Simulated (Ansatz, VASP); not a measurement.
## Two plane-wave programs on AlN

```xyz
4
Lattice="3.0370 0.0000 0.0000 -1.5185 2.6301 0.0000 0.0000 0.0000 4.8610" Properties=species:S:1:pos:R:3 pbc="T T T"
Al    0.0000    1.7534    0.0074
Al    1.5185    0.8767    2.4379
N     0.0000    1.7534    1.8641
N     1.5185    0.8767    4.2946
```

Change from the starting cell: mode 4 frozen in at +0.000 Å, equal normal strain along x, y and z -0.0167.

Alike in both runs: task single point; functional LDA; k mesh 9 × 9 × 6; occupations gaussian, width 0.05 eV; no spin polarisation.

|  | VASP | Ansatz |
| --- | --- | --- |
| version | VASP 6.6.1 | Ansatz 0.2.0 |
| potentials or method | VASP PAW LDA potentials, release 64 (Al, N) | scalar-relativistic, plane waves, PAW |
| plane-wave cutoff (eV) | 520 | 520 |
| valence electrons in the cell | 16 | 16 |

|  | VASP | Ansatz | Ansatz less VASP |
| --- | --- | --- | --- |
| gap on the k mesh at the Fermi level (eV) | 4.88 | 4.87 | -0.009 |
| least direct gap on the mesh (eV) | 4.88 | 4.87 | -0.009 |
| pressure (GPa) | 12.6 | 11.8 | -0.82 |
| largest component of the traceless stress (GPa) | 0.59 | 0.56 | -0.035 |
| rms of the force components (eV/Å) | 0.014 | 0.013 | -0.0003 |

Atom by atom the forces differ by 0.000 eV/Å (rms over components). Ansatz warned: «pseudo_functional_mismatch».

Caveats: an odd mesh through Γ misses points on the zone boundary, where band edges often lie.
